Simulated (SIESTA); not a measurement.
Runs of SIESTA 5.4.2 on TiO2 (Anatase). It takes space group I4_1/amd (No. 141, tetragonal). Conventional cell: a = 3.784 Å, b = 3.784 Å, c = 9.515 Å, α = 90.00°, β = 90.00°, γ = 90.00°. Ti (site symmetry -4m2) is surrounded by 6 O at 1.93 to 1.98 Å. O (site symmetry 2mm) is surrounded by 3 Ti at 1.93 to 1.98 Å. 

| task | level | potentials or basis | U | cell | k mesh | hubbard projector method | U from the first cycle | optimiser | force tolerance | gap on the mesh (eV) | pressure (GPa) | V0 of scaled cells (Å³/atom) | B0 (GPa) | largest force (eV/Å) |
| --- | --- | --- | --- | --- | --- | --- | --- | --- | --- | --- | --- | --- | --- | --- |
| single point | PBE+U | PseudoDojo 0.4 standard (PBE files), DZP (energy shift 0.003 Ry; two zetas on semicore shells) | Ti d U = 2 eV | as given | 6 × 6 × 6 | 1 | yes | - | - | 2.33 | 12.9 | - | - | 0.25 |
| single point | PBE | PseudoDojo 0.4 standard (PBE files), DZP (energy shift 0.003 Ry; two zetas on semicore shells) | - | as given | 6 × 6 × 6 | 1 | yes | - | - | 2.04 | 9.1 | - | - | (a) |
| single point | PBE+U | PseudoDojo 0.4 standard (PBE files), DZP (energy shift 0.003 Ry; two zetas on semicore shells) | Ti d U = 4 eV | as given | 6 × 6 × 6 | 1 | yes | - | - | 2.67 | 16.9 | - | - | (b) |
| single point | PBE+U | PseudoDojo 0.4 standard (PBE files), DZP (energy shift 0.003 Ry; two zetas on semicore shells) | Ti d U = 6 eV | as given | 6 × 6 × 6 | 1 | yes | - | - | 3.09 | 21.0 | - | - | 0.36 |
| relaxation of cell and atoms | AM05 | PseudoDojo 0.4 standard (PBEsol files), DZP (energy shift 0.003 Ry; two zetas on semicore shells) | - | relaxed to 2 GPa | 7 × 7 × 7 | - | - | CG | 0.01 eV/Å | 2.00 | 2.0 | - | - | 0.01 |
| equation of state | vdW-DF-cx | PseudoDojo 0.4 standard (PBE files), DZP (energy shift 0.003 Ry; two zetas on semicore shells) | - | as given | 7 × 7 × 7 | - | - | - | - | - | - | 11.58 | (c) | - |
| equation of state | LDA | PseudoDojo 0.4 standard (LDA files), DZP (energy shift 0.003 Ry; two zetas on semicore shells) | - | as given | 7 × 7 × 7 | - | - | - | - | - | - | 11.23 | 232 | - |

Alike in all rows: no spin polarisation; smearing fermi-dirac 0.05 eV; grid cutoff 800 Ry; energy shift 0.003 Ry.

Q: Fill in the values left out.

A: (a) 0.20; (b) 0.30; (c) 213.

Caveats: the basis of atomic orbitals isn't converged, which shifts pressures, moduli and gaps; the potentials were made for another functional, which shifts forces and pressure (some runs); the cell was scaled at fixed shape and fractional positions, which overstates the stiffness of a crystal with free parameters, most of all of layers and chains (some runs); an odd mesh through Γ misses points on the zone boundary, where band edges often lie (some runs).
